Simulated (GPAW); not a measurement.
## K in GPAW: convergence with smearing width (eV)

The system is K.

```xyz
1
Lattice="4.3104 0.0000 0.0000 0.0000 4.3104 0.0000 0.0000 0.0000 4.3104" Properties=species:S:1:pos:R:3 pbc="T T T"
K     0.0000    0.0000    0.0000
```

This isn't the form of K at room conditions, which is bcc.

* Program: GPAW 26.7.0
* Task: convergence study
* Functional: PBE
* Potentials or basis: GPAW PAW data sets (gpaw-data 1.2.1)
* Cutoff: 600 eV
* Basis: pw
* k mesh: 6 × 6 × 6
* Occupations: methfessel-paxton, width 0.5 eV
* Spin: no spin polarisation

These are the settings of the first run; the series varies smearing width (eV), with any setting tied to it.

Hardware: 1 thread of Arm Neoverse V2, on a shared host.

```tsv
smearing width (eV)	energy less the tightest run, at zero smearing (meV/atom)	SCF cycles	CPU time (s)	peak memory (GiB)
0.5	-7.70	8	5.9	0.15
0.3	-4.03	8	5.8	0.15
0.2	-3.31	8	5.8	0.15
0.15	-2.88	8	5.8	0.15
0.1	-1.97	8	5.8	0.15
0.05	-0.84	8	5.8	0.15
0.025	-0.31	8	5.8	0.15
0.01	0.00	8	5.8	0.15
```

Against the tightest run, the energy stays within 1 meV/atom from 0.05 on. Narrower smearing needs a denser k mesh, so at a fixed mesh the narrowest width isn't the most accurate. The tightest run that finished is the yardstick and may itself not be fully converged.

Caveat, for the tightest run too: this smearing can pin the Fermi level at a band edge.
